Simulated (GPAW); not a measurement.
# CdS (Greenockite) (P6_3mc) in GPAW: notebook

Runs on CdS (Greenockite). Level: PBE. Tasks: band structure.

Program: GPAW 26.7.0. These are calculated values, not measurements. Logs are shortened: lines on timing, memory, paths and dates and some standing lists are left out, and cuts for length are marked. The log counts tension as positive stress, the text compression.

**Experimental background.**

From “Isotope dependence of band-gap energy”, 2008, arxiv:0807.2152, for a bulk crystal of CdS: band gap 2.5809 ± 0.0002 eV.

The results are compared with them further down.

**1. The crystal as given**

It takes space group P6_3mc (No. 186, hexagonal). The conventional cell has a = 4.150 Å, b = 4.150 Å, c = 6.737 Å, α = 90.00°, β = 90.00°, γ = 120.00°. Around Cd (site symmetry 3m) lie 4 S at 2.53 to 2.54 Å. S (site symmetry 3m) is surrounded by 4 Cd at 2.53 to 2.54 Å.

**2. Band structure, PBE**

File run.py:

```python
from ase.dft.bandgap import bandgap
from ase.io import read, write
from ase.units import GPa
from gpaw import GPAW, PW

atoms = read('POSCAR')

calc = GPAW(mode=PW(600),
            xc='PBE',
            kpts={'size': (7, 7, 4), 'gamma': True},
            occupations={'name': 'fermi-dirac', 'width': 0.05},
            nbands=31,
            convergence={'density': 1e-05, 'energy': 1e-05},
            maxiter=150,
            txt='gpaw.txt')
atoms.calc = calc
energy = atoms.get_potential_energy()
forces = atoms.get_forces()
stress = atoms.get_stress()
calc.write('gs.gpw')
write('result.traj', atoms)
print(f'Energy: {energy:.6f} eV')
print('Forces (eV/A):')
print(forces.round(4))
print('Stress (GPa):', (stress / GPa).round(3))
print('Fermi level:', round(calc.get_fermi_level(), 4), 'eV')
print(f'Gap: {bandgap(calc)[0]:.4f} eV, direct: {bandgap(calc, direct=True)[0]:.4f} eV')

path = atoms.cell.bandpath('GMKGALHA,LM,KH', npoints=60, eps=1e-4)
bs_calc = calc.fixed_density(kpts=path, symmetry='off', nbands=51,
                             convergence={'bands': 'CBM+6.0', 'eigenstates': 1e-6}, txt='bands.txt')
bs = bs_calc.band_structure()
bs.write('bs.json')
print(f'Gap on the path: {bandgap(bs_calc)[0]:.4f} eV')
```

File POSCAR:

```
CdS
1.0
    4.1500000000      0.0000000000      0.0000000000
   -2.0750000000      3.5940054257      0.0000000000
    0.0000000000      0.0000000000      6.7370000000
Cd S
2 2
Direct
    0.6666666667      0.3333333333      0.5000000000
    0.3333333333      0.6666666667      0.0000000000
    0.6666666667      0.3333333333      0.8750000000
    0.3333333333      0.6666666667      0.3750000000
```

Potentials or basis: GPAW PAW data sets (gpaw-data 1.2.1), pw.

Launch:

```
$ OMP_NUM_THREADS=1 python run.py
```

gpaw.txt:

```text
__  _  _
 | _ |_)|_||  |
 |__||  | ||/\| - 26.7.0

Input parameters:
  mode=PW(ecut=600.0),
  convergence={'density': 1e-05, 'energy': 1e-05},
  kpts=MonkhorstPack(size=(7, 7, 4), gamma=True),
  maxiter=150,
  nbands=31,
  occupations=Occupations(name='fermi-dirac', width=0.05),
  xc=XC(name='PBE')

Diagonalizing LCAO Hamiltonian
Converting LCAO to pw mode

            S

            Cd
        S

        Cd

Atoms  # Å, Bohr magnetons
|   | symbol |         x |        y |        z |    initial magnetic moments |
|---|--------|-----------|----------|----------|-----------------------------|
| 0 |     Cd |  2.075000 | 1.198002 | 3.368500 | ( 0.0000,  0.0000,  0.0000) |
| 1 |     Cd | -0.000000 | 2.396004 | 0.000000 | ( 0.0000,  0.0000,  0.0000) |
| 2 |      S |  2.075000 | 1.198002 | 5.894875 | ( 0.0000,  0.0000,  0.0000) |
| 3 |      S | -0.000000 | 2.396004 | 2.526375 | ( 0.0000,  0.0000,  0.0000) |

Unit cell  # Å
| periodic |         x |        y |        z |  lengths |     angles |
|----------|-----------|----------|----------|----------|------------|
|      yes |  4.150000 | 0.000000 | 0.000000 | 4.150000 |  90.000000 |
|      yes | -2.075000 | 3.594005 | 0.000000 | 4.150000 |  90.000000 |
|      yes |  0.000000 | 0.000000 | 6.737000 | 6.737000 | 120.000000 |

Number of symmetries: 6
Symmetry operations  # r_c * U_cc + t_c -> r_c
|   | kind |            matrix            |
|---|------|------------------------------|
| 0 |  σ   |  1, 1, 0,  0,-1, 0,  0, 0, 1 |
| 1 |  E   |  1, 0, 0,  0, 1, 0,  0, 0, 1 |
| 2 |  C3  |  0, 1, 0, -1,-1, 0,  0, 0, 1 |
| 3 |  σ   |  0,-1, 0, -1, 0, 0,  0, 0, 1 |
| 4 |  σ   | -1, 0, 0,  1, 1, 0,  0, 0, 1 |
| 5 |  C3  | -1,-1, 0,  1, 0, 0,  0, 0, 1 |

BZ-sampling:
  Number of BZ points: 196
  Number of IBZ points: 28

  Monkhorst-Pack size: [7, 7, 4]
  Monkhorst-Pack shift: [0.0, 0.0, 0.125]

K-points  # in reciprocal-cell coordinates
|     |                                coordinates |     weight |
|-----|--------------------------------------------|------------|
|   0 | (  0.00000000,   0.00000000,   0.00000000) | 0.00510204 |
|   1 | (  0.00000000,   0.00000000,   0.25000000) | 0.01020408 |
|   2 | (  0.00000000,   0.00000000,   0.50000000) | 0.00510204 |
|   3 | (  0.14285714,   0.00000000,  -0.25000000) | 0.03061224 |
|   4 | (  0.14285714,   0.00000000,   0.00000000) | 0.03061224 |
|   5 | (  0.14285714,   0.00000000,   0.25000000) | 0.03061224 |
|   6 | (  0.14285714,   0.00000000,   0.50000000) | 0.03061224 |
|   7 | (  0.28571429,  -0.14285714,   0.00000000) | 0.03061224 |
|   8 | (  0.28571429,  -0.14285714,   0.25000000) | 0.06122449 |
|   9 | (  0.28571429,  -0.14285714,   0.50000000) | 0.03061224 |
| ... |                                            |            |
|  27 | (  0.42857143,   0.42857143,   0.50000000) | 0.03061224 |

Plane wave coefficients: 3376
Cutoff: 600.0 eV

Spin-components: 1 (collinear spins)
Bands:           31
Projectors:      22
Spin-degeneracy: 2
Datatype:        complex128

Parallelization:
  kpt:    1
  domain: 1
  band:   1

Density:
  Valence electrons: 36.0
  Components: 1
  Grid points: [24 24 40]
  Charge: 0.0  # |e|

Potential:
  Grid points: [24 24 40]

species:
  Cd:
    name:    Cadmium
    Z:       48.0
    valence: 12
    core:    36
    charge:  0.0  # [|e|]
    compensation charges:
      type: gauss
      rc: 0.38  # [Å]
      lmax: 2
    cutoffs:
      filter: 2.12  # [Å]
      core: 2.62  # [Å]
    projectors
    | kind |    occ | energy [eV] | rcut [Å] |
    |------|--------|-------------|----------|
    |   5s |  2.000 |      -5.655 |    1.191 |
    |   5p |  0.000 |      -1.186 |    1.228 |
    |   4d | 10.000 |     -11.739 |    1.164 |
    |    s |        |      21.556 |    1.191 |
    |    p |        |      26.026 |    1.228 |
    |    d |        |      15.473 |    1.164 |

    Using partial waves for Cd as LCAO basis

  S:
    name:    Sulfur
    Z:       16.0
    valence: 6
    core:    10
    charge:  0.0  # [|e|]
    compensation charges:
      type: gauss
      rc: 0.24  # [Å]
      lmax: 2
    cutoffs:
      filter: 1.77  # [Å]
      core: 1.66  # [Å]
    projectors
    | kind |    occ | energy [eV] | rcut [Å] |
    |------|--------|-------------|----------|
    |   3s |  2.000 |     -17.254 |    0.974 |
    |   3p |  4.000 |      -7.008 |    0.979 |
    |    s |        |       9.957 |    0.974 |
    |    p |        |      20.203 |    0.979 |
    |    d |        |       0.000 |    0.900 |

    Using partial waves for S as LCAO basis

Reference energy: -326061.476468  # eV

eigensolver:
  PPCG
  Converge bands: occupied
  niter=2

density mixing:
  MSR1-Mixer
  Pratt-step length: 0.05
  Maximum mixing coefficient: 0.75
  Old densities: 10
  SVD Regularization: 0.005
  Good broyden scale: 1.0
  Trust region scale: 1.0
  Backstep threshold: 4.0
  History deletion threshold: 6.0
  Fourier metric: weight=20.0, sigma=0.015

occupation numbers:
  Fermi-Dirac:
    width: 0.0500  # eV

poisson solver:
  ecut: 4800.0  # eV

xc functional:
  name: PBE with 2 nearest neighbor stencil

convergence criteria:
- Maximum integral of absolute [dens]ity change: 1e-05 electrons / valence electron
- Maximum [total energy] change in last 3 cyles: 1e-05 eV / valence electron
- Maximum integral of absolute [eigenst]ate change: 4e-08 eV^2 / valence electron
maximum number of iterations: 150

SCF iterations
|iter     | |      energy | eigst |  dens |
|---------|-|-------------|-------|-------|
|iter:   1| |  -13.697171 | -0.40 |       |
|iter:   2| |  -13.471898 | -2.10 | -1.12 |
|iter:   3| |  -12.684048 | -1.37 | -1.16 |
|iter:   4| |  -12.679890 | -3.22 | -1.73 |
|iter:   5| |  -12.679115 | -3.62 | -2.16 |
|iter:   6| |  -12.679220 | -4.97 | -2.86 |
|iter:   7| |  -12.679234c| -6.24 | -3.48 |
|iter:   8| |  -12.679234c| -7.31 | -4.41 |
|iter:   9| |  -12.679233c| -7.55c| -4.68 |
|iter:  10| |  -12.679233c| -7.84c| -5.19c|

Converged in 10 steps
Energy contributions relative to reference atoms: (reference = -326061.476468)

Energy contributions:
  Kinetic:          37.011610
  Coulomb:         -33.548933
  Zero:              0.289945
  External:          0.000000
  Xc:              -16.431855
  Entropy:          -0.000000
  Spinorbit:         0.000000
  ----------------------------
  Free energy:     -12.679234
  Extrapolated:    -12.679233

dipole moment: (-0.000000, -0.000021, -18.993700)  # |e|*Ang

Fermi level: 4.082
Eigenvalues  # (at kpt = [0.000, 0.000, 0.000])
| band index |      eig [eV] | occ [0-2] |
|------------|---------------|-----------|
|          0 |        -8.851 |     2.000 |
|        ... |               |           |
|         10 |        -3.654 |     2.000 |
|         11 |        -3.320 |     2.000 |
|         12 |        -0.883 |     2.000 |
|         13 |         2.699 |     2.000 |
|         14 |         2.699 |     2.000 |
|         15 |         3.419 |     2.000 |
[... 8 lines left out ...]
|         24 |        10.993 |     0.000 |
|         25 |        11.129 |     0.000 |
|        ... |               |           |
|         30 |        14.988 |     0.000 |

Gap: 1.177 eV
Transition (v -> c):
  (s=0, k=0, n=17, [0.00, 0.00, 0.00]) -> (s=0, k=0, n=18, [0.00, 0.00, 0.00])
No difference between direct/indirect transitions

Forces  # eV/Ang
|        x |        y |        z |
|----------|----------|----------|
|  0.00000 |  0.00000 | -0.06686 |  # Cd   0
| -0.00000 |  0.00000 | -0.06740 |  # Cd   1
| -0.00000 | -0.00000 |  0.06680 |  # S    2
|  0.00000 |  0.00000 |  0.06744 |  # S    3

Stress tensor  # eV/Ang^3
|         x |         y |         z |
|-----------|-----------|-----------|
| -0.010039 | -0.000000 | -0.000000 |
| -0.000000 | -0.010039 |  0.000000 |
| -0.000000 |  0.000000 | -0.014059 |

# Writing to gs.gpw (mode='')
```

Run time: 3 min. Hardware: 1 thread of Arm Neoverse V1, shared host; peak memory 0.47 GiB.

Results:

```
Free energy             : -12.6792 eV
Pressure                : 1.8 GPa
Largest force           : 0.067 eV/Å
Band gap on the k mesh  : 1.18 eV, direct
Band gap along the path : 1.18 eV, direct
```

Forces in eV/Å, atoms in the order of the input:
```
Cd   0.000  0.000 -0.067
Cd   0.000  0.000 -0.067
S    0.000  0.000  0.067
S    0.000  0.000  0.067
```

Stress tensor (GPa, compression positive):
```
1.61 0.00 0.00
0.00 1.61 0.00
0.00 0.00 2.25
```

Levels at the corners of the path, in eV from the valence-band top:
```
point  band 16  band 17  band 18  band 19  band 20  band 21
    Γ    -0.04     0.00     0.00     1.18     2.77     6.43
    M    -1.86    -1.29    -0.73     3.69     3.88     5.10
    K    -1.84    -1.84    -1.60     4.65     5.05     5.05
    Γ    -0.04     0.00     0.00     1.18     2.77     6.43
    A    -0.40    -0.40    -0.40     2.82     2.82     6.15
    L    -1.33    -1.32    -1.32     3.46     3.46     5.37
    H    -2.39    -1.12    -1.12     4.37     4.37     6.08
    A    -0.40    -0.40    -0.40     2.82     2.82     6.15
    L    -1.33    -1.32    -1.32     3.46     3.46     5.37
    M    -1.86    -1.29    -0.73     3.69     3.88     5.10
    K    -1.84    -1.84    -1.60     4.65     5.05     5.05
    H    -2.39    -1.12    -1.12     4.37     4.37     6.08
```

**3. Band structure, PBE**

run.py: that of step 2 with these lines changed.

```diff
@@ -11,3 +11,4 @@
             occupations={'name': 'fermi-dirac', 'width': 0.05},
-            nbands=31,
+            setups={'S': 'v3'},
+            nbands=-13,
             convergence={'density': 1e-05, 'energy': 1e-05},
@@ -29,3 +30,3 @@
 path = atoms.cell.bandpath('GMKGALHA,LM,KH', npoints=60, eps=1e-4)
-bs_calc = calc.fixed_density(kpts=path, symmetry='off', nbands=51,
+bs_calc = calc.fixed_density(kpts=path, symmetry='off', nbands=-29,
                              convergence={'bands': 'CBM+6.0', 'eigenstates': 1e-6}, txt='bands.txt')
```

POSCAR is that of step 2.

Potentials or basis: GPAW PAW data sets (gpaw-data 1.2.1), newer versions, pw.

Launch:

```
$ OMP_NUM_THREADS=1 python run.py
```

Wall time 2.8 min (1 thread of Arm Neoverse V1, shared host); peak memory 0.46 GiB.

The run converged. Its results:

| Item | Value |
| --- | --- |
| Free energy | -12.6252 eV |
| Pressure | 1.8 GPa |
| Largest force | 0.067 eV/Å |
| Band gap on the k mesh | 1.18 eV, direct |
| Band gap along the path | 1.18 eV, direct |

Forces on the atoms (eV/Å):
```
Cd   0.000  0.000 -0.067
Cd   0.000  0.000 -0.067
S    0.000  0.000  0.067
S    0.000  0.000  0.067
```

Stress tensor (GPa, compression positive):
```
1.63 0.00 0.00
0.00 1.63 0.00
0.00 0.00 2.27
```

Levels at the corners of the path, in eV from the valence-band top:
```csv
point,band 14,band 15,band 16,band 17,band 18,band 19,band 20,band 21,band 22,band 23
Γ,-0.76,-0.76,-0.04,0.00,0.00,1.18,2.78,6.43,6.43,6.75
M,-3.48,-2.63,-1.86,-1.29,-0.73,3.69,3.88,5.10,6.36,6.96
K,-3.65,-3.06,-1.84,-1.84,-1.60,4.65,5.05,5.05,7.14,7.40
Γ,-0.76,-0.76,-0.04,0.00,0.00,1.18,2.78,6.43,6.43,6.75
A,-2.45,-0.40,-0.40,-0.40,-0.40,2.82,2.82,6.15,6.15,6.78
L,-4.09,-1.33,-1.33,-1.32,-1.32,3.47,3.47,5.38,5.38,7.86
H,-3.98,-2.39,-2.39,-1.12,-1.12,4.37,4.37,6.08,6.08,6.44
A,-2.45,-0.40,-0.40,-0.40,-0.40,2.82,2.82,6.15,6.15,6.78
L,-4.09,-1.33,-1.33,-1.32,-1.32,3.47,3.47,5.38,5.38,7.86
M,-3.48,-2.63,-1.86,-1.29,-0.73,3.69,3.88,5.10,6.36,6.96
K,-3.65,-3.06,-1.84,-1.84,-1.60,4.65,5.05,5.05,7.14,7.40
H,-3.98,-2.39,-2.39,-1.12,-1.12,4.37,4.37,6.08,6.08,6.44
```

**4. Comparison with measurements**

Step 2. A measured gap of CdS is 2.5809 eV (quoted in “Isotope dependence of band-gap energy”, 2008, arxiv:0807.2152); the calculated 1.18 eV misses it by -1.40 eV. So large a miss can be the level of theory's own, or it may mean another phase, state or a wrong row. Spin-orbit coupling on Cd is left out. The value is that of PBE, without temperature or zero-point motion. Semilocal functionals fall short of measured gaps as a rule.

Step 3. Measured gap of CdS: 2.5809 eV (quoted in “Isotope dependence of band-gap energy”, 2008, arxiv:0807.2152). This calculation gives 1.18 eV (-1.40 eV). So large a miss can be the level of theory's own, or it may mean another phase, state or a wrong row. Spin-orbit coupling on Cd is left out. The value is that of PBE, without temperature or zero-point motion. Semilocal functionals fall short of measured gaps as a rule.
